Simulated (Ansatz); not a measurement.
Born–Oppenheimer molecular dynamics of a periodic cell of 31 atoms, Si20H10O (surface Si(100)-2x1, underside capped with H, adsorbate H2O, incident energy 1.5 eV, 40° from the normal). It starts from an unrelaxed structure (largest force component 1.46 eV/Å).

Level of theory: DFT PBE-D3(BJ), scalar-relativistic, plane waves, PAW (Ansatz 0.2.0). Settings: accuracy low, PAW set soft_1, cutoff 420 eV, k mesh 1x1x1, fermi-dirac smearing 0.05 eV, no spin polarisation.

| Property | Result |
| --- | --- |
| ensemble | NVE (velocity Verlet) |
| time step | 0.5 fs |
| steps asked | 310 |
| starting velocities | zero, but for any typed in the input |
| atoms held | 1 to 12 |
| seed | 986684 |

Frames 1 fs apart, positions in Å.

Velocities at 85.0 fs (Å/ps):

```
H 0.00 0.00 0.00
H 0.00 0.00 0.00
H 0.00 0.00 0.00
H 0.00 0.00 0.00
H 0.00 0.00 0.00
H 0.00 0.00 0.00
H 0.00 0.00 0.00
H 0.00 0.00 0.00
Si 0.00 0.00 0.00
Si 0.00 0.00 0.00
Si 0.00 0.00 0.00
Si 0.00 0.00 0.00
Si -0.81 0.04 -2.12
Si 0.79 2.36 -2.01
Si 0.66 -1.76 -4.24
Si 0.25 -1.86 -2.34
Si 1.66 1.70 -5.71
Si -3.10 -0.19 -6.75
Si 1.85 -7.91 -7.70
Si -0.49 -6.62 -6.38
Si 5.12 0.79 -7.64
Si -1.85 -0.64 -8.04
Si -2.20 -1.84 1.06
Si 4.33 -1.35 -1.42
Si 2.56 -4.72 3.66
Si 1.91 -0.22 -11.01
Si 2.38 0.84 -6.95
Si 1.13 0.14 -13.96
O -0.59 19.77 12.47
H 44.10 19.62 -6.83
H 14.53 9.88 41.50
```

```xyz
31
Lattice="7.6792 0.0000 0.0000 0.0000 7.6792 0.0000 0.0000 0.0000 21.2555" Properties=species:S:1:pos:R:3 time_fs=85.0 energy_less_start_eV=-0.571 T=843
H 3.144 0.000 1.000
H 0.696 0.000 1.000
H 6.983 0.000 1.000
H 4.535 0.000 1.000
H 3.144 3.840 1.000
H 0.696 3.840 1.000
H 6.983 3.840 1.000
H 4.535 3.840 1.000
Si 1.920 0.000 1.865
Si 5.759 0.000 1.865
Si 1.920 3.840 1.865
Si 5.759 3.840 1.865
Si 1.875 1.933 3.136
Si 5.723 1.944 3.098
Si 1.952 5.756 3.284
Si 5.762 5.773 3.354
Si -0.052 1.963 4.392
Si 3.808 1.921 4.321
Si 0.039 5.662 4.558
Si 3.838 5.696 4.622
Si 0.212 0.040 5.629
Si 3.878 0.078 5.669
Si 0.147 3.814 5.846
Si 3.825 3.773 5.749
Si 2.022 0.704 6.879
Si 5.877 0.592 6.333
Si 2.002 2.943 6.646
Si 5.846 2.819 6.221
O 4.968 2.746 8.808
H 5.475 2.463 9.595
H 4.434 1.948 8.553
31
Lattice="7.6792 0.0000 0.0000 0.0000 7.6792 0.0000 0.0000 0.0000 21.2555" Properties=species:S:1:pos:R:3 time_fs=86.0 energy_less_start_eV=-0.575 T=845
H 3.144 0.000 1.000
H 0.696 0.000 1.000
H 6.983 0.000 1.000
H 4.535 0.000 1.000
H 3.144 3.840 1.000
H 0.696 3.840 1.000
H 6.983 3.840 1.000
H 4.535 3.840 1.000
Si 1.920 0.000 1.865
Si 5.759 0.000 1.865
Si 1.920 3.840 1.865
Si 5.759 3.840 1.865
Si 1.874 1.933 3.134
Si 5.724 1.947 3.096
Si 1.953 5.755 3.280
Si 5.762 5.771 3.352
Si -0.050 1.965 4.386
Si 3.805 1.921 4.314
Si 0.041 5.654 4.550
Si 3.837 5.689 4.616
Si 0.218 0.041 5.622
Si 3.876 0.078 5.661
Si 0.144 3.812 5.847
Si 3.829 3.771 5.748
Si 2.025 0.700 6.883
Si 5.879 0.592 6.322
Si 2.005 2.944 6.639
Si 5.847 2.819 6.207
O 4.968 2.765 8.820
H 5.519 2.483 9.587
H 4.450 1.960 8.596
31
Lattice="7.6792 0.0000 0.0000 0.0000 7.6792 0.0000 0.0000 0.0000 21.2555" Properties=species:S:1:pos:R:3 time_fs=87.0 energy_less_start_eV=-0.572 T=844
H 3.144 0.000 1.000
H 0.696 0.000 1.000
H 6.983 0.000 1.000
H 4.535 0.000 1.000
H 3.144 3.840 1.000
H 0.696 3.840 1.000
H 6.983 3.840 1.000
H 4.535 3.840 1.000
Si 1.920 0.000 1.865
Si 5.759 0.000 1.865
Si 1.920 3.840 1.865
Si 5.759 3.840 1.865
Si 1.873 1.933 3.132
Si 5.725 1.949 3.094
Si 1.954 5.753 3.275
Si 5.763 5.769 3.349
Si -0.048 1.966 4.380
Si 3.802 1.921 4.308
Si 0.043 5.647 4.543
Si 3.837 5.683 4.609
Si 0.223 0.042 5.614
Si 3.874 0.077 5.653
Si 0.142 3.810 5.848
Si 3.834 3.770 5.747
Si 2.027 0.695 6.887
Si 5.881 0.591 6.311
Si 2.007 2.945 6.632
Si 5.848 2.820 6.194
O 4.967 2.785 8.833
H 5.561 2.505 9.574
H 4.467 1.975 8.638
31
Lattice="7.6792 0.0000 0.0000 0.0000 7.6792 0.0000 0.0000 0.0000 21.2555" Properties=species:S:1:pos:R:3 time_fs=88.0 energy_less_start_eV=-0.567 T=842
H 3.144 0.000 1.000
H 0.696 0.000 1.000
H 6.983 0.000 1.000
H 4.535 0.000 1.000
H 3.144 3.840 1.000
H 0.696 3.840 1.000
H 6.983 3.840 1.000
H 4.535 3.840 1.000
Si 1.920 0.000 1.865
Si 5.759 0.000 1.865
Si 1.920 3.840 1.865
Si 5.759 3.840 1.865
Si 1.873 1.933 3.130
Si 5.726 1.951 3.092
Si 1.954 5.751 3.270
Si 5.763 5.767 3.346
Si -0.046 1.968 4.374
Si 3.799 1.921 4.301
Si 0.045 5.640 4.535
Si 3.836 5.678 4.603
Si 0.228 0.042 5.607
Si 3.871 0.075 5.645
Si 0.139 3.808 5.850
Si 3.839 3.768 5.745
Si 2.030 0.690 6.891
Si 5.883 0.591 6.300
Si 2.009 2.945 6.625
Si 5.849 2.821 6.180
O 4.967 2.804 8.846
H 5.600 2.529 9.556
H 4.482 1.988 8.680
31
Lattice="7.6792 0.0000 0.0000 0.0000 7.6792 0.0000 0.0000 0.0000 21.2555" Properties=species:S:1:pos:R:3 time_fs=89.0 energy_less_start_eV=-0.568 T=842
H 3.144 0.000 1.000
H 0.696 0.000 1.000
H 6.983 0.000 1.000
H 4.535 0.000 1.000
H 3.144 3.840 1.000
H 0.696 3.840 1.000
H 6.983 3.840 1.000
H 4.535 3.840 1.000
Si 1.920 0.000 1.865
Si 5.759 0.000 1.865
Si 1.920 3.840 1.865
Si 5.759 3.840 1.865
Si 1.872 1.933 3.128
Si 5.727 1.954 3.091
Si 1.955 5.748 3.265
Si 5.763 5.765 3.342
Si -0.044 1.970 4.368
Si 3.795 1.921 4.294
Si 0.047 5.634 4.527
Si 3.836 5.673 4.596
Si 0.233 0.042 5.600
Si 3.869 0.074 5.638
Si 0.136 3.806 5.851
Si 3.845 3.766 5.744
Si 2.032 0.684 6.895
Si 5.885 0.590 6.290
Si 2.011 2.944 6.618
Si 5.850 2.822 6.167
O 4.967 2.824 8.860
H 5.635 2.556 9.532
H 4.493 1.997 8.719
31
Lattice="7.6792 0.0000 0.0000 0.0000 7.6792 0.0000 0.0000 0.0000 21.2555" Properties=species:S:1:pos:R:3 time_fs=90.0 energy_less_start_eV=-0.571 T=843
H 3.144 0.000 1.000
H 0.696 0.000 1.000
H 6.983 0.000 1.000
H 4.535 0.000 1.000
H 3.144 3.840 1.000
H 0.696 3.840 1.000
H 6.983 3.840 1.000
H 4.535 3.840 1.000
Si 1.920 0.000 1.865
Si 5.759 0.000 1.865
Si 1.920 3.840 1.865
Si 5.759 3.840 1.865
Si 1.871 1.933 3.125
Si 5.728 1.956 3.089
Si 1.956 5.746 3.259
Si 5.763 5.762 3.338
Si -0.042 1.972 4.361
Si 3.792 1.921 4.287
Si 0.049 5.628 4.520
Si 3.836 5.668 4.589
Si 0.238 0.042 5.593
Si 3.866 0.072 5.630
Si 0.133 3.804 5.852
Si 3.850 3.764 5.743
Si 2.034 0.679 6.900
Si 5.887 0.589 6.279
Si 2.014 2.943 6.611
Si 5.851 2.823 6.153
O 4.968 2.843 8.873
H 5.669 2.586 9.505
H 4.500 2.001 8.755
31
Lattice="7.6792 0.0000 0.0000 0.0000 7.6792 0.0000 0.0000 0.0000 21.2555" Properties=species:S:1:pos:R:3 time_fs=91.0 energy_less_start_eV=-0.570 T=843
H 3.144 0.000 1.000
H 0.696 0.000 1.000
H 6.983 0.000 1.000
H 4.535 0.000 1.000
H 3.144 3.840 1.000
H 0.696 3.840 1.000
H 6.983 3.840 1.000
H 4.535 3.840 1.000
Si 1.920 0.000 1.865
Si 5.759 0.000 1.865
Si 1.920 3.840 1.865
Si 5.759 3.840 1.865
Si 1.871 1.933 3.123
Si 5.729 1.958 3.088
Si 1.956 5.744 3.253
Si 5.764 5.760 3.334
Si -0.040 1.974 4.355
Si 3.789 1.921 4.279
Si 0.051 5.622 4.512
Si 3.835 5.664 4.582
Si 0.243 0.041 5.586
Si 3.864 0.070 5.623
Si 0.130 3.802 5.854
Si 3.856 3.762 5.742
Si 2.037 0.674 6.904
Si 5.889 0.588 6.269
Si 2.016 2.942 6.604
Si 5.851 2.824 6.140
O 4.969 2.863 8.887
H 5.703 2.618 9.476
H 4.505 2.005 8.789
```

Of the whole run (155 fs, mean temperature of the second half 794 K): The conserved energy stayed within 0.012 meV per atom of its start (net change -0.002 meV per atom), so the integration is sound. A run of 0.15 ps of so small a system gives no equilibrium averages. Limits of this set-up: coarse k mesh, thin slab, slab without dipole correction, low accuracy level.

Run time: 27 min on 1 thread of Arm Neoverse V1, on a shared host, peak memory 0.85 GiB.
